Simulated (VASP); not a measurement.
# TePb (Fm-3m) in VASP: a series of runs

The runs below take TePb through single point, with r2SCAN, PBE.

All numbers are computed with VASP 6.6.1; they aren't measurements. Logs are shortened: lines on timing, memory, paths and dates and some standing lists are left out, and cuts for length are marked.

**1. The cell of the first run**

It takes space group Fm-3m (No. 225, cubic). Conventional cell: a = 6.795 Å, b = 6.795 Å, c = 6.795 Å, α = 90.00°, β = 90.00°, γ = 90.00°. Pb (site symmetry m-3m) has 6 Te at 3.40 Å as nearest neighbours. Around Te (site symmetry m-3m) lie 6 Pb at 3.40 Å.

The cell was built by a generator and needn't be a form met in nature.

**2. Single point, r2SCAN (hydrostatic strain +4.0%)**

Input file POSCAR:

```
TePb
1.0
    0.0000000000      3.3975699750      3.3975699750
    3.3975699750      0.0000000000      3.3975699750
    3.3975699750      3.3975699750      0.0000000000
Pb Te
1 1
Direct
    0.0000000000      0.0000000000      0.0000000000
    0.5000000000      0.5000000000      0.5000000000
```

Input file INCAR.step1:

```
PREC = Accurate
ENCUT = 520
ISMEAR = 0
SIGMA = 0.01
LREAL = F
LASPH = T
NELM = 80
NBANDS = 17
GGA = PE
ALGO = Normal
EDIFF = 1E-4
LWAVE = T
LCHARG = F
```

Input file INCAR.step2:

```
PREC = Accurate
ENCUT = 520
EDIFF = 1E-7
ISMEAR = 0
SIGMA = 0.01
LREAL = F
LASPH = T
NELM = 80
ALGO = Normal
ISIF = 2
LWAVE = F
LCHARG = F
METAGGA = R2SCAN
LMIXTAU = T
NBANDS = 17
ISTART = 1
```

Input file KPOINTS:

```
Automatic mesh
0
Gamma
  8 8 8
```

Potentials or basis: VASP PAW PBE potentials, release 64 (Pb_d, Te).

The run is started by

```bash
$ cat potpaw_PBE.64/Pb_d/POTCAR potpaw_PBE.64/Te/POTCAR > POTCAR
$ cp INCAR.step1 INCAR
$ mpirun -np 1 vasp_std > vasp.out
$ cp INCAR.step2 INCAR
$ mpirun -np 1 vasp_std > vasp.out
```

OUTCAR:

```text
PREC = Accurate
   ENCUT = 520
   EDIFF = 1E-7
   ISMEAR = 0
   LREAL = F
   LASPH = T
   NELM = 80
   ISIF = 2
   METAGGA = R2SCAN
   ISTART = 1

 ion  position               nearest neighbor table
   1  0.000  0.000  0.000-   2 3.40   2 3.40   2 3.40   2 3.40   2 3.40   2 3.40
   2  0.500  0.500  0.500-   1 3.40   1 3.40   1 3.40   1 3.40   1 3.40   1 3.40

  LATTYP: Found a face centered cubic cell.
 ALAT       =     6.7951399500

  Lattice vectors:

 A1 = (   0.0000000000,   3.3975699750,   3.3975699750)
 A2 = (   3.3975699750,   0.0000000000,   3.3975699750)
 A3 = (   3.3975699750,   3.3975699750,   0.0000000000)

Analysis of symmetry for initial positions (statically):
=====================================================================
 Subroutine PRICEL returns:
 Original cell was already a primitive cell.

 Routine SETGRP: Setting up the symmetry group for a
 face centered cubic supercell.

 Subroutine GETGRP returns: Found 48 space group operations
 (whereof 48 operations were pure point group operations)
 out of a pool of 48 trial point group operations.

The static configuration has the point symmetry O_h .

Analysis of symmetry for dynamics (positions and initial velocities):
=====================================================================
 Subroutine PRICEL returns:
 Original cell was already a primitive cell.

 Routine SETGRP: Setting up the symmetry group for a
 face centered cubic supercell.

 Subroutine GETGRP returns: Found 48 space group operations
 (whereof 48 operations were pure point group operations)
 out of a pool of 48 trial point group operations.

The dynamic configuration has the point symmetry O_h .

 Subroutine INISYM returns: Found 48 space group operations
 (whereof 48 operations are pure point group operations),
 and found     1 'primitive' translations

----------------------------------------------------------------------------------------

                                     Primitive cell

  volume of cell :      78.4396

  direct lattice vectors                    reciprocal lattice vectors
     0.000000000  3.397569975  3.397569975    -0.147164004  0.147164004  0.147164004
     3.397569975  0.000000000  3.397569975     0.147164004 -0.147164004  0.147164004
     3.397569975  3.397569975  0.000000000     0.147164004  0.147164004 -0.147164004

  length of vectors
     4.804889538  4.804889538  4.804889538     0.254895531  0.254895531  0.254895531

  position of ions in fractional coordinates (direct lattice)
     0.000000000  0.000000000  0.000000000
     0.500000000  0.500000000  0.500000000

  ion indices of the primitive-cell ions
   primitive index   ion index
                 1           1
                 2           2

----------------------------------------------------------------------------------------

 KPOINTS: Automatic mesh

Automatic generation of k-mesh.
 Grid dimensions read from file:
 generate k-points for:    8    8    8

 Generating k-lattice:

  Cartesian coordinates                     Fractional coordinates (reciprocal lattice)
    -0.018395500  0.018395500  0.018395500     0.125000000  0.000000000  0.000000000
     0.018395500 -0.018395500  0.018395500     0.000000000  0.125000000  0.000000000
     0.018395500  0.018395500 -0.018395500     0.000000000  0.000000000  0.125000000

  Length of vectors
     0.031861941  0.031861941  0.031861941

  Shift w.r.t. Gamma in fractional coordinates (k-lattice)
     0.000000000  0.000000000  0.000000000

 Subroutine IBZKPT returns following result:
 ===========================================

 Found     29 irreducible k-points:

 Following reciprocal coordinates:
            Coordinates               Weight
  0.000000  0.000000  0.000000      1.000000
  0.125000  0.000000  0.000000      8.000000
  0.250000  0.000000  0.000000      8.000000
  0.375000  0.000000  0.000000      8.000000
  0.500000  0.000000  0.000000      4.000000
  0.125000  0.125000  0.000000      6.000000
[... 16 lines left out ...]
  0.500000  0.250000  0.125000     48.000000
 -0.375000  0.250000  0.125000     24.000000
 [... further k-points ...]
   k-points           NKPTS =     29   k-points in BZ     NKDIM =     29   number of bands    NBANDS=     17
   number of dos      NEDOS =    301   number of ions     NIONS =      2
   total plane-waves  NPLWV =  46656
   dimension x,y,z NGX =    36 NGY =   36 NGZ =   36
   dimension x,y,z NGXF=    72 NGYF=   72 NGZF=   72
   ions per type =               1   1
   NGX,Y,Z   is equivalent  to a cutoff of  12.46, 12.46, 12.46 a.u.
   NGXF,Y,Z  is equivalent  to a cutoff of  24.91, 24.91, 24.91 a.u.
 SYSTEM =  unknown system
   PREC   = accura    normal or accurate (medium, high low for compatibility)
   ISTART =      1    job   : 0-new  1-cont  2-samecut
   ICHARG =      0    charge: 1-file 2-atom 10-const
   ISPIN  =      1    spin polarized calculation?
   LNONCOLLINEAR =      F non collinear calculations
   LSORBIT =      F    spin-orbit coupling
   LASPH  =      T    aspherical Exc in radial PAW
   ENCUT  =  520.0 eV  38.22 Ry    6.18 a.u.   8.93  8.93  8.93*2*pi/ulx,y,z
   NELM   =     80;   NELMIN=  2; NELMDL=  0     # of ELM steps
   EDIFF  = 0.1E-06   stopping-criterion for ELM
   LREAL  =      F    real-space projection
   EDIFFG = 0.1E-05   stopping-criterion for IOM
   NSW    =      0    number of steps for IOM
   IBRION =     -1    ionic relax: 0-MD 1-quasi-New 2-CG
   NFREE  =      0    steps in history (QN), initial steepest desc. (CG)
   ISIF   =      2    stress and relaxation
   ISYM   =      2    0-nonsym 1-usesym 2-fastsym
   POTIM  = 0.5000    time-step for ionic-motion
   TEBEG  =    0.0;   TEEND  =   0.0 temperature during run
   PSTRESS=    0.0 pullay stress
   NELECT =      20.0000    total number of electrons
   NUPDOWN=      -1.0000    fix difference up-down
   EMIN   =  10.00;   EMAX   =-10.00  energy-range for DOS
   EFERMI =   0.00;   METHOD = LEGACY
   ISMEAR =     0;   SIGMA  =   0.01  broadening in eV -4-tet -1-fermi 0-gaus
   EFERMI_NEDOS =   21; number of points for ismear=-14 and -15
   IALGO  =     38    algorithm
   IMIX   =      4    mixing-type and parameters
     AMIX     =   0.40;   BMIX     =  1.00
     AMIX_MAG =   1.60;   BMIX_MAG =  1.00
  volume/ion in A,a.u.               =      39.22       264.67
  Fermi-wavevector in a.u.,A,eV,Ry     =   1.038101  1.961727 14.662378  1.077654
  Thomas-Fermi vector in A             =   2.172570
   LORBIT       =      0    0 simple, 1 ext, 2 COOP (PROOUT), +10 PAW based schemes
   METAGGA = R2SCAN    functional components
   LHFCALC =     F    Hartree Fock is set to
   AEXX    =    0.0000 exact exchange contribution
   IVDW    =     0    specifies the selected vdW correction
   LEPSILON=     F    determine dielectric tensor
   LRPA    =     F    only Hartree local field effects (RPA)
 non-spin polarized calculation
 Gauss-broadening in eV      SIGMA  =   0.01
  energy-cutoff  :      520.00
  volume of cell :       78.44
 maximum number of plane-waves:      2148
   NGX = 17   NGY = 17   NGZ = 17

 number of electron      20.0000005 magnetization

 Free energy of the ion-electron system (eV)
  ---------------------------------------------------
  ext. energy  EPLUGINS =         0.00000000
  ---------------------------------------------------
  free energy    TOTEN  =       -82.59301486 eV

  energy without entropy =      -82.59301486  energy(sigma->0) =      -82.59301486

 E-fermi :   3.7200     XC(G=0):  -9.1082

 val. band max:        3.6685725881   @ k =   0.5000   0.0000   0.0000
 cond. band min:       4.9450419019   @ k =   0.5000   0.0000   0.0000
 fundamental gap:      1.2764693139
 Fermi energy:         3.7199881956

 k-point     1 :       0.0000    0.0000    0.0000
  band No.  band energies     occupation
      1     -13.5197      2.00000
      2     -13.5197      2.00000
      3     -13.5189      2.00000
      4     -13.5189      2.00000
      5     -13.5189      2.00000
      6      -7.6446      2.00000
[... 9 lines left out ...]
     16      10.1913      0.00000
     17      11.2134      0.00000

 k-point     2 :       0.1250    0.0000    0.0000
  band No.  band energies     occupation
      1     -13.5208      2.00000
      2     -13.5208      2.00000
      3     -13.5186      2.00000
      4     -13.5176      2.00000
      5     -13.5176      2.00000
      6      -7.5321      2.00000
[... 9 lines left out ...]
     16      10.4577      0.00000
     17      12.0959      0.00000

 k-point     3 :       0.2500    0.0000    0.0000
  band No.  band energies     occupation
      1     -13.5237      2.00000
      2     -13.5237      2.00000
      3     -13.5179      2.00000
      4     -13.5142      2.00000
      5     -13.5142      2.00000
      6      -7.2127      2.00000
[... 9 lines left out ...]
     16      11.2028      0.00000
     17      13.7693      0.00000

 k-point     4 :       0.3750    0.0000    0.0000
  band No.  band energies     occupation
      1     -13.5265      2.00000
      2     -13.5265      2.00000
      3     -13.5173      2.00000
      4     -13.5108      2.00000
      5     -13.5108      2.00000
      6      -6.7708      2.00000
[... 9 lines left out ...]
     16      12.3505      0.00000
     17      14.2608      0.00000
[... 343 lines left out ...]
      1     -13.5304      2.00000
      2     -13.5206      2.00000
      3     -13.5192      2.00000
      4     -13.5125      2.00000
      5     -13.5113      2.00000
      6      -6.9618      2.00000
[... 9 lines left out ...]
     16      12.5537      0.00000
     17      13.1038      0.00000

 k-point    23 :       0.5000    0.2500    0.1250
  band No.  band energies     occupation
      1     -13.5330      2.00000
      2     -13.5227      2.00000
      3     -13.5172      2.00000
      4     -13.5114      2.00000
      5     -13.5095      2.00000
      6      -6.5858      2.00000
[... 9 lines left out ...]
     16      12.9614      0.00000
     17      13.9355      0.00000

 k-point    24 :      -0.3750    0.2500    0.1250
  band No.  band energies     occupation
      1     -13.5339      2.00000
      2     -13.5238      2.00000
      3     -13.5152      2.00000
      4     -13.5124      2.00000
      5     -13.5084      2.00000
      6      -6.3776      2.00000
[... 9 lines left out ...]
     16      13.8741      0.00000
     17      14.2228      0.00000

 [... further k-points ...]

------------------------ aborting loop because EDIFF is reached ----------------------------------------

  FORCE on cell =-STRESS in cart. coord.  units (eV):
  Direction    XX          YY          ZZ          XY          YZ          ZX
  --------------------------------------------------------------------------------------
  -------------------------------------------------------------------------------------
  Total       -1.8693215     -1.8693215     -1.8693215      0.0000000      0.0000000     -0.0000000
  in kB      -38.1820596    -38.1820596    -38.1820596      0.0000000      0.0000000     -0.0000000
  external PRESSURE =     -38.1820596 kB  Pullay stress =       0.0000000 kB

 VOLUME and BASIS-vectors are now :
 -----------------------------------------------------------------------------
  energy-cutoff  :      520.00
  volume of cell :       78.44
      direct lattice vectors                 reciprocal lattice vectors
     0.000000000  3.397569975  3.397569975    -0.147164004  0.147164004  0.147164004
     3.397569975  0.000000000  3.397569975     0.147164004 -0.147164004  0.147164004
     3.397569975  3.397569975  0.000000000     0.147164004  0.147164004 -0.147164004

 POSITION                                       TOTAL-FORCE (eV/Angst)
 -----------------------------------------------------------------------------------
      0.00000      0.00000      0.00000         0.000000     -0.000000      0.000000
      3.39757      3.39757      3.39757        -0.000000      0.000000     -0.000000
 -----------------------------------------------------------------------------------
    total drift:                                0.000000      0.000000      0.000000

  FREE ENERGIE OF THE ION-ELECTRON SYSTEM (eV)
  ---------------------------------------------------
  free  energy   TOTEN  =       -82.5930148611 eV

  energy  without entropy=      -82.5930148611  energy(sigma->0) =      -82.59301486
```

Run time: 1.8 min. Hardware: 1 thread of Intel Xeon Platinum 8488C (Sapphire Rapids), shared host; peak memory 0.23 GiB.

Results:

* Free energy: -82.5930 eV
* Pressure: -3.8 GPa
* Band gap on the k mesh: 1.28 eV, direct

Levels at points of the mesh, in eV from the valence-band top:
| k point | band 7 | band 8 | band 9 | band 10 | band 11 | band 12 | band 13 | band 14 |
| --- | --- | --- | --- | --- | --- | --- | --- | --- |
| (0.00, 0.00, 0.00) | -6.01 | -0.91 | -0.91 | -0.91 | 4.16 | 4.16 | 4.16 | 6.52 |
| (0.50, 0.00, 0.00) | -8.18 | -0.53 | -0.53 | 0.00 | 1.28 | 1.77 | 1.77 | 8.74 |
| (0.50, 0.50, 0.00) | -7.30 | -3.53 | -2.10 | -2.10 | 4.21 | 5.28 | 5.28 | 6.30 |

Caveat: the PAW data sets were made with another functional, which shifts forces and pressure a little; spin-orbit coupling is left out, which as a rule narrows the gap of such compounds by several tenths of an eV. A k mesh can miss the band edges.

**3. Single point, r2SCAN (biaxial_xy strain +2.3%)**

Input file POSCAR:

```
TePb
1.0
    0.0000000000      3.3420167485      3.2678368520
    3.3420167485      0.0000000000      3.2678368520
    3.3420167485      3.3420167485      0.0000000000
Pb Te
1 1
Direct
    0.0000000000      0.0000000000      0.0000000000
    0.5000000000      0.5000000000      0.5000000000
```

Input file INCAR.step1:

```
PREC = Accurate ; ENCUT = 520
ISMEAR = 0 ; SIGMA = 0.01
LREAL = F ; LASPH = T
NELM = 60 ; NBANDS = 17
GGA = PE ; ALGO = Normal
EDIFF = 1E-4 ; LWAVE = T
LCHARG = F
```

Input file INCAR.step2:

```
PREC = Accurate ; ENCUT = 520
EDIFF = 1E-6 ; ISMEAR = 0
SIGMA = 0.01 ; LREAL = F
LASPH = T ; NELM = 60
ALGO = Normal ; ISIF = 2
LWAVE = F ; LCHARG = F
METAGGA = R2SCAN ; LMIXTAU = T
NBANDS = 17 ; ISTART = 1
```

KPOINTS is that of step 2.

Potentials or basis: VASP PAW PBE potentials, release 64 (Pb_d, Te).

The run is started by

```bash
$ cat potpaw_PBE.64/Pb_d/POTCAR potpaw_PBE.64/Te/POTCAR > POTCAR
$ cp INCAR.step1 INCAR
$ mpirun -np 1 vasp_std > vasp.out
$ cp INCAR.step2 INCAR
$ mpirun -np 1 vasp_std > vasp.out
```

It took 3 min on 1 thread of Intel Xeon Platinum 8488C (Sapphire Rapids), shared host; peak memory 0.26 GiB.

Results (log left out):

```yaml
Free_energy: -82.6817 eV
Pressure: -1.7 GPa
Band_gap_on_the_k_mesh: 1.15 eV, direct
```

Stress tensor (GPa, compression positive):
```
-2.36  0.00  0.00
 0.00 -2.36  0.00
 0.00  0.00 -0.31
```

Levels at points of the mesh, in eV from the valence-band top:
```csv
k point,band 7,band 8,band 9,band 10,band 11,band 12,band 13,band 14
"(0.00, 0.00, 0.00)",-5.84,-1.33,-1.11,-1.11,4.09,4.09,4.59,6.32
"(0.50, 0.00, 0.00)",-8.49,-0.79,-0.74,0.00,1.15,1.57,1.66,8.83
"(0.50, 0.50, 0.00)",-7.48,-4.11,-2.53,-2.53,3.87,5.47,5.47,6.93
"(0.50, 0.00, 0.50)",-7.33,-4.05,-2.61,-2.37,3.94,5.30,5.84,6.59
```

Caveat: the PAW data sets were made with another functional, which shifts forces and pressure a little; spin-orbit coupling is left out, which as a rule narrows the gap of such compounds by several tenths of an eV.

**4. Single point, PBE (uniaxial_z strain +5.4%)**

Input file INCAR:

```
PREC = Accurate
ENCUT = 520
EDIFF = 1E-7
ISMEAR = -1
SIGMA = 0.02
LREAL = False
LASPH = True
NELM = 100
ALGO = Fast
ISIF = 2
LWAVE = False
LCHARG = False
GGA = PE
NBANDS = 17
```

Input file KPOINTS:

```
regular mesh
0
Gamma
  8 8 8
```

Input file POSCAR:

```
TePb
1.0
    0.0000000000      3.2678368520      3.4452803931
    3.2678368520      0.0000000000      3.4452803931
    3.2678368520      3.2678368520      0.0000000000
Pb Te
1 1
Direct
    0.0000000000      0.0000000000      0.0000000000
    0.5000000000      0.5000000000      0.5000000000
```

The run is started by

```bash
$ cat potpaw_PBE.64/Pb_d/POTCAR potpaw_PBE.64/Te/POTCAR > POTCAR
$ mpirun -np 1 vasp_std > vasp.out
```

It took 76 s on 1 thread of Intel Xeon Platinum 8488C (Sapphire Rapids), shared host; peak memory 0.25 GiB.

It converged, with:

```yaml
Free_energy: -7.4787 eV
Pressure: -1.1 GPa
Band_gap_on_the_k_mesh: 0.80 eV, direct
```

Stress tensor (GPa, compression positive):
```
 0.22  0.00  0.00
 0.00  0.22  0.00
 0.00  0.00 -3.68
```

Levels at points of the mesh, in eV from the valence-band top:
```csv
k point,band 7,band 8,band 9,band 10,band 11,band 12,band 13,band 14
"(0.00, 0.00, 0.00)",-5.84,-1.24,-1.24,-0.78,3.24,4.29,4.29,5.74
"(0.50, 0.00, 0.00)",-8.24,-0.77,-0.62,0.00,0.80,1.38,1.51,8.22
"(0.50, 0.50, 0.00)",-7.00,-3.82,-2.32,-2.32,3.70,5.27,5.27,5.70
"(0.50, 0.00, 0.50)",-7.33,-3.95,-2.67,-2.15,3.56,4.48,5.64,6.42
```

Caveat: spin-orbit coupling is left out, which as a rule narrows the gap of such compounds by several tenths of an eV.

**5. Overview**

```csv
level,cell,smearing,gap on the mesh (eV),pressure (GPa)
r2SCAN,hydrostatic strain +4.0%,gaussian 0.01 eV,1.28,-3.8
r2SCAN,biaxial_xy strain +2.3%,gaussian 0.01 eV,1.15,-1.7
PBE,uniaxial_z strain +5.4%,fermi-dirac 0.02 eV,0.80,-1.1
```

Alike in all rows: task single point; potentials or basis VASP PAW PBE potentials, release 64 (Pb_d, Te); no spin polarisation; k mesh 8 × 8 × 8; cutoff (eV) 520.

Caveats: spin-orbit coupling is left out, which as a rule narrows the gap of such compounds by several tenths of an eV; the PAW data sets were made with another functional, which shifts forces and pressure a little (some runs).

Total energies depend on the potentials used, so only differences within one code and one set of settings carry meaning.
